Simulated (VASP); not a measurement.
A run of VASP 6.6.1 is set up as follows.

File INCAR:

```
SYSTEM = ZnO
PREC = Accurate
ENCUT = 600
EDIFF = 1E-6
ISMEAR = 0
SIGMA = 0.03
LREAL = .FALSE.
LASPH = .TRUE.
NELM = 80
ALGO = Normal
ISIF = 3
LWAVE = .FALSE.
LCHARG = .FALSE.
GGA = PS
IBRION = 2
NSW = 90
EDIFFG = -0.01
KPAR = 4
```

The input KPOINTS:

```
regular mesh
0
G
  9 9 5
  0 0 0
```

Contents of POSCAR:

```
ZnO
1.0
    3.2493080000      0.0000000000      0.0000000000
   -1.6246540000      2.8139832700      0.0000000000
    0.0000000000      0.0000000000      5.2057090000
Zn O
2 2
Direct
    0.3333333300      0.6666666700      0.5000000000
    0.6666666700      0.3333333300      0.0000000000
    0.6666666700      0.3333333300      0.3790100000
    0.3333333300      0.6666666700      0.8790100000
```

Potentials or basis: VASP PAW PBE potentials, release 64 (Zn, O).

The run is started by

```bash
$ cat potpaw_PBE.64/Zn/POTCAR potpaw_PBE.64/O/POTCAR > POTCAR
$ mpirun -np 4 vasp_std > vasp.out
```

Problem. Estimate the band gap on the k mesh.

Solution. 0.68 eV, direct.

Problem. Estimate the relaxed volume.

Solution. 11.84 Å³/atom.

Final structure:
```
CELL_PARAMETERS angstrom
3.23614 0.00000 0.00000
-1.61807 2.80258 0.00000
0.00000 0.00000 5.22172
ATOMIC_POSITIONS crystal
Zn 0.33333 0.66667 0.49998
Zn 0.66667 0.33333 0.99998
O 0.66667 0.33333 0.37903
O 0.33333 0.66667 0.87903
```

Caveat: the PAW data sets were made with another functional, which shifts forces and pressure a little. PBEsol gaps usually lie below the measured ones, often by a third to a half.
